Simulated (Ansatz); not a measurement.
Start from Li2O in the anti-fluorite structure (space group Fm-3m, No. 225).

```yaml
crystal:
  lattice:
    - [0.00000, 2.28637, 2.28637]
    - [2.28637, 0.00000, 2.28637]
    - [2.28637, 2.28637, 0.00000]
  atoms:
    - { symbol: O, position: [0.00000, 0.00000, 0.00000] }
    - { symbol: Li, position: [0.25000, 0.25000, 0.25000] }
    - { symbol: Li, position: [0.75000, 0.75000, 0.75000] }
```

Cartesian axes are those of the cell as printed.

Method: r2SCAN (Ansatz, a program for electronic structure), scalar-relativistic without spin-orbit coupling.

Strains are applied to the cell and any free atomic positions relax; under biaxial strain the out-of-plane vector relaxes too.

One change was made to it. Results:

```json
[
 {"quantity": "valence-band top at Γ (three highest levels, from the VBM)", "base": "0.00, 0.00, 0.00 eV", "after": "0.00, -0.04, -0.10 eV"},
 {"quantity": "pressure (mean of the normal stresses, compression positive)", "base": "0.1 kbar", "after": "8.8 kbar"},
 {"quantity": "energy relative to the base (free energy F)", "base": "0 meV/atom", "after": "+2.5 meV/atom"},
 {"quantity": "smallest direct gap", "base": "6.20 eV", "after": "6.22 eV"}
]
```

Question: Which change produced these results?
A) tensor shear ε_xz = −0.65 %
B) biaxial strain +1.98 %, plane normal [001], relaxed out of plane
C) strain tensor (xx, yy, zz, yz, xz, xy) = (+0.02, −1.47, +0.56, −0.79, −0.83, +0.76) %
D) biaxial strain +3.14 %, plane normal [001], relaxed out of plane
E) uniaxial strain ε_zz = +0.74 %

Answer: C, strain tensor (xx, yy, zz, yz, xz, xy) = (+0.02, −1.47, +0.56, −0.79, −0.83, +0.76) %. For comparison, the valence-band top at Γ in the other runs: uniaxial strain ε_zz = +0.74 % gives 0.00, 0.00, -0.02 eV; biaxial strain +1.98 %, plane normal [001], relaxed out of plane gives 0.00, -0.07, -0.07 eV; biaxial strain +3.14 %, plane normal [001], relaxed out of plane gives 0.00, -0.10, -0.10 eV; tensor shear ε_xz = −0.65 % gives 0.00, -0.02, -0.03 eV.

Whether these cells are dynamically stable was not tested.
